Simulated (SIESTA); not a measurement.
An input for SIESTA 5.4.2 (Mo):

The input run.py:

```python
from ase.io import read
from ase.calculators.siesta import Siesta
from ase.units import Ry, GPa

atoms = read("POSCAR")

fdf = {
    'SCFMustConverge': False,
    'OccupationFunction': 'FD',
    'ElectronicTemperature': '0.05 Ang',
    'MaxSCFIterations': '100',
    'SCF.Mixer.Method': 'Pulay',
    'SCF.Mixer.Weight': '0.25',
    'SCF.Mixer.History': '8',
    'SCF.DM.Tolerance': '5.0e-05',
    'SCF.H.Tolerance': '1.0e-03 eV',
    'WriteForces': 'true',
    'Charge.Mulliken': 'end',
    'Charge.Hirshfeld': 'end',
    'Charge.Voronoi': 'end',
    'SaveRho': 'true',
    'SaveElectrostaticPotential': 'true',
    'PAO.Basis': ['Mo.1 5', 'n=4 0 2', '  3.234 0.000', 'n=5 0 2', '  8.986 0.000', 'n=4 1 2', '  3.729 0.000', 'n=5 1 1', '  8.986', 'n=4 2 2', '  6.762 0.000'],
}
calc = Siesta(
    label="Mo",
    command="siesta < PREFIX.fdf > PREFIX.out",
    pseudo_path="pseudos",
    pseudo_qualifier="",
    xc=('GGA', 'PBE'),
    basis_set="DZP",
    mesh_cutoff=800 * Ry,
    energy_shift=0.003 * Ry,
    kpts=[12, 12, 12],
    spin="non-polarized",
    fdf_arguments=fdf,
)
atoms.calc = calc

print(f"energy = {atoms.get_potential_energy():.6f} eV")
free = atoms.get_potential_energy(force_consistent=True)
print(f"free energy = {free:.6f} eV")
print("forces (eV/A):")
print(atoms.get_forces(apply_constraint=False).round(6))
print("stress (GPa, Voigt order, tension positive):", (atoms.get_stress() / GPa).round(4))
```

POSCAR

```
Mo
1.0
   -1.5838089719      1.5838089719      1.5838089719
    1.5838089719     -1.5838089719      1.5838089719
    1.5838089719      1.5838089719     -1.5838089719
Mo
1
Direct
    0.0000000000      0.0000000000      0.0000000000
```

Potentials or basis: PseudoDojo 0.4 standard (PBE files), DZP (energy shift 0.003 Ry; two zetas on semicore shells).

Launch:

```sh
$ python run.py
```

How does this run end?

The run stopped without a result. It printed:

Output:

```text
STOP Stopping Program
*************************************************************
ERROR

FDF module: fdf_convfac: Incompatible dimensions: energy:Ry , length:Ang

     File: fdf.F90
     Line:  2231
*************************************************************
Traceback (most recent call last):
RuntimeError
```
